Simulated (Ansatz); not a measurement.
**Compressing WC: a fit and a missing row**

WC, P-6m2, a = 2.922 Å, c = 2.847 Å. Ansatz: PBE, PAW, 420 eV, Γ-centred 18×18×14 mesh on 2 atoms, Gaussian smearing 0.10 eV; no spin polarisation. Shape and atoms are relaxed at each volume; pressure is positive in compression.

```
V (Å³/atom) P (GPa)
      9.261        ?
      9.576    44.10
      9.892    27.03
     10.208    12.46
     10.524     0.03
     10.839   -10.59
     11.155   -19.64
     11.576   -29.66
```

Task: Take V0 = 10.524 Å³/atom, count pressures from its P0 = 0.03 GPa, fit the third-order Birch–Murnaghan form to the other rows, and predict the missing pressure.

Result: With the Eulerian strain f = ½[(V0/V)^(2/3) − 1] and y = (P − P0)/[3f(1 + 2f)^(5/2)], the form is the line y = B0 + 1.5 B0 (B0′ − 4) f. Rows (f, y): 0.03248, 386.4; 0.02108, 385.1; 0.01027, 383.4; -0.00973, 382.1; -0.01904, 379.5; -0.03077, 377.0. Means f = 0.0007150, y = 382.25; Σ(Δf)² = 0.003006, ΣΔfΔy = 0.4220; the slope is their ratio. y = 382.1 + 140.4 f GPa, so B0 = 382.1 GPa and B0′ = 4 + 2 × (140.4)/(3 × 382.1) = 4.24. At V = 9.261, f = 0.04448, y = 388.34 and P = 64.16 GPa. The run gave 64.13 GPa, so the fit is 0.03 GPa too high, within the rms miss on the fitted rows (0.03 GPa).

Spin–orbit coupling is left out, which can shift energies with elements as heavy as these.